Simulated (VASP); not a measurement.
The input files of a VASP run:

File KPOINTS:
```
Automatic mesh
0
Gamma
4 4 4
0 0 0
```

### INCAR
```
ALGO = Normal
EDIFF = 1E-6
EDIFFG = -0.02
ENCUT = 400
GGA = PS
IBRION = 2
ISIF = 3
ISMEAR = 0
LASPH = T
LCHARG = F
LMAXMIX = 4
LREAL = F
LWAVE = F
NELM = 100
NSW = 60
PREC = Accurate
SIGMA = 0.05
SYSTEM = CsPbI3
```

**POSCAR**
```
CsPbI3
1.0
  6.1918953020   0.0000000000   0.0000000000
  0.0000000000   6.1918953020   0.0000000000
  0.0000000000   0.0000000000   6.1918953020
Cs Pb I
1 1 3
Cartesian
  0.0000000000   0.0000000000   0.0000000000
  3.0959476510   3.0959476510   3.0959476510
  3.0959476510   0.0000000000   3.0959476510
  0.0000000000   3.0959476510   3.0959476510
  3.0959476510   3.0959476510   0.0000000000
```

POTCAR, in this order: Cs_sv Pb_d I (PBE.64 set). Program: vasp_std.

Question: Translate this PBEsol calculation to Ansatz.

Answer: One equivalent input (not run):
Ansatz 0.2 input:
```yaml
crystal:
  lattice:
    - [6.1918953, 0.0000000, 0.0000000]
    - [0.0000000, 6.1918953, 0.0000000]
    - [0.0000000, 0.0000000, 6.1918953]
  atoms:
    - { symbol: Cs, position: [0.0000000, 0.0000000, 0.0000000] }
    - { symbol: Pb, position: [0.5000000, 0.5000000, 0.5000000] }
    - { symbol: I, position: [0.5000000, 0.0000000, 0.5000000] }
    - { symbol: I, position: [0.0000000, 0.5000000, 0.5000000] }
    - { symbol: I, position: [0.5000000, 0.5000000, 0.0000000] }
kpoints:
  mp_grid: { grid: [4, 4, 4] }
hamiltonian:
  xc: pbesol
  pseudopotentials: { kind: paw }
scf:
  occupations: { method: gaussian, width: 0.05 }
  max_iter: 100
relax:
  max_steps: 60
  f_tol: 0.02
  cell: {}
output: { forces: true, stress: true, eigenvalues: true }
```
The two are equivalent in intent, not identical: each code has its own PAW files, so the cut-off isn't converted (ENCUT is set for VASP's; basis.ecutwfc is left out, and Ansatz then takes the one that its files recommend); Ansatz stops its SCF on the density residual and VASP on the energy change (EDIFF).

The compound is CsPbI3 in the cubic perovskite structure, the ideal cubic form; the compound distorts at low or room temperature. This run relaxes it. Symmetry was kept, so distortions that lower it aren't found. The start is the result of an earlier pass.
